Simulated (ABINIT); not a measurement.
Runs of ABINIT 10.8.3 (patched build) on TiO2. The structure is tetragonal, space group P4_2/mnm (No. 136). Conventional cell: a = 4.600 Å, b = 4.600 Å, c = 2.959 Å, α = 90.00°, β = 90.00°, γ = 90.00°. Ti (site symmetry mmm) has 6 O at 1.95 to 1.98 Å as nearest neighbours. O (site symmetry m2m) is surrounded by 3 Ti at 1.95 to 1.98 Å. The cell is a database's computed one.

| level | potentials or basis | k mesh | mesh quality | gap on the mesh (eV) | pressure (GPa) | largest force (eV/Å) |
| --- | --- | --- | --- | --- | --- | --- |
| PBEsol | JTH PAW PBE v2.0 | 4 × 4 × 5 | coarse | 1.82 | -2.2 | 0.05 |
| LDA | JTH PAW LDA v2.0 | 2 × 2 × 4 | coarse | 1.74 | -8.5 | (b) |
| PBEsol | JTH PAW PBE v2.0 | 2 × 2 × 4 | coarse | 1.79 | (a) | 0.06 |
| LDA | JTH PAW LDA v2.0 | 5 × 5 × 7 | not flagged | 1.77 | -8.8 | 0.12 |
| PBEsol | JTH PAW PBE v2.0 | 5 × 5 × 7 | not flagged | 1.82 | -2.2 | 0.05 |
| LDA | JTH PAW LDA v2.0 | 4 × 4 × 5 | coarse | 1.77 | -8.8 | 0.13 |

Alike in all rows: task single point; no spin polarisation; cell as given; cutoff (eV) 626; smearing fermi-dirac 0.05 eV.

Task: Estimate the missing entries.

Result: (a) -1.9; (b) 0.14.

Caveats: some runs use coarse meshes; the atomic spheres overlap; an odd mesh through Γ misses points on the zone boundary, where band edges often lie (some runs); the PAW data sets were made with another functional, which shifts forces and pressure a little (some runs).

Runs at the PBE level aren't shown here.
